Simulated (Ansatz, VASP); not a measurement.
**One calculation of ZnO (zincite), two programs**

```
Zn O
1.0
     3.27949    0.00000    0.00000
    -1.63974    2.84012    0.00000
     0.00000    0.00000    5.29327
Zn O
2 2
Direct
  0.33333 0.66667 0.49997
  0.66667 0.33333 0.99997
  0.66667 0.33333 0.37904
  0.33333 0.66667 0.87904
```

Alike in both runs: functional PBE; k mesh 9 × 9 × 6; occupations gaussian, width 0.02 eV; no spin polarisation.

Ansatz relaxed the structure, and its values are those at the end. VASP's run is a single point on that final structure, the one shown.

```csv
,VASP,Ansatz
version,VASP 6.6.1,Ansatz 0.2.0
potentials or method,"VASP PAW PBE potentials, release 64 (Zn, O)","scalar-relativistic, plane waves, PAW"
plane-wave cutoff (eV),520,420
valence electrons in the cell,36,36
```

```csv
,VASP,Ansatz,Ansatz less VASP
gap on the k mesh at the Fermi level (eV),0.73,0.74,+0.016
least direct gap on the mesh (eV),0.73,0.74,+0.016
pressure (GPa),0.9,0.0,-0.90
```

With one functional, cell and mesh, what is left measures potentials, basis and numerics.
